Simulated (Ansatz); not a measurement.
Ansatz (an electronic-structure program) input:

Ansatz 0.2 input:
```yaml
crystal:
  lattice:
    - [2.6883849116, 0.0, 0.0]
    - [-1.3441924558, 2.3282096286, 0.0]
    - [0.0, 0.0, 13.1470360365]
  atoms:
    - { symbol: Be, position: [0.0, 0.0, 0.9996731443] }
    - { symbol: Be, position: [0.0, 0.0, 0.4996731443] }
    - { symbol: Be, position: [0.6666666667, 0.3333333333, 0.8334719615] }
    - { symbol: Be, position: [0.3333333333, 0.6666666667, 0.3334719615] }
    - { symbol: Be, position: [0.6666666667, 0.3333333333, 0.1666352547] }
    - { symbol: Be, position: [0.3333333333, 0.6666666667, 0.6666352547] }
    - { symbol: O, position: [0.0, 0.0, 0.8745953173] }
    - { symbol: O, position: [0.0, 0.0, 0.3745953173] }
    - { symbol: O, position: [0.6666666667, 0.3333333333, 0.7080594623] }
    - { symbol: O, position: [0.3333333333, 0.6666666667, 0.2080594623] }
    - { symbol: O, position: [0.6666666667, 0.3333333333, 0.0412648599] }
    - { symbol: O, position: [0.3333333333, 0.6666666667, 0.5412648599] }
kpoints:
  mp_grid: { grid: [7, 7, 2] }
hamiltonian:
  xc: hse06
  pseudopotentials: { kind: paw }
scf:
  n_extra_bands: 12
  occupations: { method: fixed }
output:
  eigenvalues: true
  eigenstates:
    e_range: [-9.0, 18.9]
    kpoints:
      - [0.0, 0.0, 0.0]  # VBM
      - [0.0, 0.5, 0.0]  # CBM
      - [0.0, 0.0, 0.0]  # GAMMA
      - [0.0, 0.0, 0.5]  # A
      - [0.3333333333, 0.3333333333, 0.0]  # K
      - [0.3333333333, 0.3333333333, 0.5]  # H
      - [0.5, 0.0, 0.0]  # M
      - [0.5, 0.0, 0.5]  # L
```

Output (shortened):

```
Pseudopotential: Be, paw, valence charge 2
Pseudopotential: O, paw, valence charge 6
Functional definition: HSE06
davidson cushion auto → on  (no smearing: the cushion is to keep the highest requested band from converging to the state above it …
Crystal: 12 atoms, lattice volume = 82.289 Å³
Basis set: ecut = 420 eV, 1633 PW (Γ)
Bands: 36, of which v1, the nominal top of the filled ones, is band 24 counted from 1 (23 counted from 0)
Symmetry: 12 space group operations
Space group: P63mc (ITA 186), of the structure as read, at distance tolerance 4.3e-5 Å
k-points: 16 of 98
SCF iter   1: F=—  HF=-3979.129491 eV  |F-HF|=—  |Δ(HF+E_count)|=         —  Δρ=1.19e-3  dr2=6.77e-4  ethr=1.77e-3  ⟨swp⟩=2.1  Hψ=4484  notcnv=0
preconditioner: auto → none
SCF iter   2: F=-3979.130309 eV  HF=-3979.130345 eV  |F-HF|=3.60e-5  |Δ(HF+E_count)|=   8.54e-4  Δρ=6.15e-4  dr2=1.44e-4  ethr=1.41e-6  ⟨swp⟩=5.2  Hψ=1874  notcnv=0  defer=6
SCF 1 stopped early in 2 iterations: F = -3979.130309 eV  dr2 = 1.44e-4
Crystal: 12 atoms, lattice volume = 82.289 Å³
Exchange kernel: α = 0.2500, screened, ω = 0.2079 Å⁻¹, Wigner–Seitz truncation, v(0) = 1044.1021 eV·Å³, q-mesh 7×7×2, nearest image of the exchange supercell L …
Frozen-core exchange: fock
SCF iter   1: F=—  HF=-3979.580029 eV  |F-HF|=—  |Δ(HF+E_count)|=         —  Δρ=7.57e-3  dr2=2.41e-2  ethr=2.99e-6  ⟨swp⟩=7.6  Hψ=3033  notcnv=0
preconditioner: auto → none
SCF iter   2: F=—  HF=-3979.572613 eV  |F-HF|=—  |Δ(HF+E_count)|=   7.42e-3  Δρ=3.92e-3  dr2=5.04e-3  ethr=2.99e-6  ⟨swp⟩=3.7  Hψ=1885  notcnv=0
SCF iter   3: F=—  HF=-3979.583809 eV  |F-HF|=—  |Δ(HF+E_count)|=   1.12e-2  Δρ=1.48e-3  dr2=1.79e-3  ethr=2.99e-6  ⟨swp⟩=3.9  Hψ=1719  notcnv=0
iter 4 solved again at ethr=2.90e-7 eV; its pass at ethr=2.99e-6 eV (dr2=1.39e-4 eV) is discarded
SCF iter   4: F=—  HF=-3979.583305 eV  |F-HF|=—  |Δ(HF+E_count)|=   5.05e-4  Δρ=4.60e-4  dr2=1.82e-4  ethr=2.90e-7  ⟨swp⟩=2.0  Hψ=2992  notcnv=0
SCF iter   5: F=-3979.583252 eV  HF=-3979.583254 eV  |F-HF|=1.93e-6  |Δ(HF+E_count)|=   5.06e-5  Δρ=7.72e-5  dr2=1.30e-5  ethr=2.90e-7  ⟨swp⟩=2.8  Hψ=1320  notcnv=0
SCF 2 stopped early in 5 iterations: F = -3979.583252 eV  dr2 = 1.30e-5
hybrid outer 1: dexx = +1.329e-2 eV, tail = 4.51e-5 eV
Crystal: 12 atoms, lattice volume = 82.289 Å³
Exchange kernel: α = 0.2500, screened, ω = 0.2079 Å⁻¹, Wigner–Seitz truncation, v(0) = 1044.1021 eV·Å³, q-mesh 7×7×2, nearest image of the exchange supercell L …
Frozen-core exchange: fock
SCF iter   1: F=—  HF=-3979.583470 eV  |F-HF|=—  |Δ(HF+E_count)|=         —  Δρ=8.48e-5  dr2=5.49e-6  ethr=4.70e-7  ⟨swp⟩=3.6  Hψ=1353  notcnv=0
preconditioner: auto → none
iter 2 solved again at ethr=7.78e-10 eV; its pass at ethr=1.05e-8 eV (dr2=3.73e-7 eV) is discarded
SCF iter   2: F=—  HF=-3979.583469 eV  |F-HF|=—  |Δ(HF+E_count)|=   1.32e-6  Δρ=2.82e-5  dr2=5.94e-7  ethr=7.78e-10  ⟨swp⟩=2.9  Hψ=2974  notcnv=0  defer=1
SCF iter   3: F=—  HF=-3979.583470 eV  |F-HF|=—  |Δ(HF+E_count)|=   1.33e-6  Δρ=1.45e-5  dr2=1.60e-7  ethr=7.78e-10  ⟨swp⟩=5.1  Hψ=1772  notcnv=0  defer=8
SCF iter   4: F=-3979.583470 eV  HF=-3979.583470 eV  |F-HF|=1.23e-8  |Δ(HF+E_count)|=   4.21e-8  Δρ=5.41e-6  dr2=1.43e-8  ethr=3.03e-10  ⟨swp⟩=3.0  Hψ=1700  notcnv=0
SCF 3 converged in 4 iterations: F = -3979.583470 eV  dr2 = 1.43e-8
hybrid outer 2: dexx = +1.431e-6 eV, tail = 3.75e-8 eV, Δε = 1.20e-3 eV (about 3.78e-5 eV left of the loop's levels)
NSCF: frozen V_eff on 8 k-points
hybrid SCF converged: 2 outer / 9 inner (+2 warm-up), last move |dexx| = 1.43e-6 eV, tail = 3.75e-8 eV
Stability not checked (fock_operator)
Free energy (F): -3979.583470 eV
Frozen-core exchange: fock
Harris-Foulkes:  -3979.583470 eV  (|F-HF|=1.23e-8)
Internal energy: -3979.583470 eV  (E = F + TS)
E sigma→0 (E₀):  -3979.583470 eV
Fermi energy:    4.682161 eV
--- Per-component energies (eV) ---
  E_band       = -102.696895
  E_kinetic    = 1204.948854
  E_local      = -2023.930099  (includes V_loc(G=0)·N_el)
  E_nonlocal   = 309.756479
  E_hartree    = 711.999338
  E_xc         = -456.912891
  E_vxc        = -557.156128  (∫ρ·V_xc dr)
  E_exx        = -137.102523  (= α·E_x^exact, valence–valence)
  E_paw        = -1285.070048  (= ΣΔE_a)
  E_vpaw       = -186.129440  (= ΣTr[D̂ρ^β])
  E_aug_tail   = 0.015234  (compensation charges beyond the density's cutoff)
  E_ewald      = -2303.076451
  E_core_change = -0.211362  (= ΣΔE_core)
  E_smearing   =  0.000000  (= −TS)
  E_closure    =  0.000000  (closes the sum)
  Σ components = -3979.583470   (vs F -3979.583470, Δ=-4.55e-13)
  [band-id]    e_kinetic+e_local+e_nonlocal+2·e_hartree+e_vxc+2·e_exx+e_vpaw+e_augmentation_tail = -102.701471   (vs E_band -102.696895, Δ=-4.58e-3)
--- Band table (eV; the first three rows and the last of 16) ---
  k-point 0: bands = ["-15.6486", "-15.2756", "-15.2421", "-14.3444", "-14.3196", "-13.7564", "-1.9832", "-0.5086", "-0.4569", "2.7169", "2.7443", "3.6884", "3.6884", "3.8869", "3.8869", "3.9435", "3.9435", "4.3936", "4.3936", "4.4114", "4.4114", "4.6673", …
  k-point 1: bands = ["-15.5481", "-15.5481", "-14.8247", "-14.8247", "-13.9207", "-13.9207", "-1.5814", "-1.5814", "1.0598", "1.0598", "3.7470", "3.7470", "3.7470", "3.7470", "4.1166", "4.1166", "4.1535", "4.1535", "4.1535", "4.1535", "4.5950", "4.5950", …
  k-point 2: bands = ["-15.3924", "-15.0391", "-15.0053", "-14.1638", "-14.1385", "-13.6190", "-1.6522", "-0.3528", "-0.2906", "2.2424", "2.3126", "2.7222", "3.0932", "3.1355", "3.2623", "3.4886", "3.5282", "3.5712", "3.7446", "3.8795", "4.1643", "4.1775", …
  k-point 15: bands = ["-13.5593", "-13.5593", "-13.3911", "-13.3911", "-13.2228", "-13.2228", "-0.8719", "-0.8719", "-0.6829", "-0.6829", "0.0731", "0.0731", "0.5176", "0.5176", "1.3046", "1.3046", "1.6408", "1.6408", "2.0626", "2.0626", "2.8553", "2.8553", …
```

Cost: very roughly 4 core-minutes on shared cores.

The points marked VBM and CBM come from a semilocal run.

Space group P6_3mc. The cell is a constructed one: a structure type filled with these elements. Its sites differ from those of the usual phase in this space group: another stacking or structure type. The cell was relaxed with PBEsol under the symmetry of its start; of distortions, only those at the zone centre were tested.

Potentials: the later of the program's two PAW sets.

Ansatz is a plane-wave DFT program.
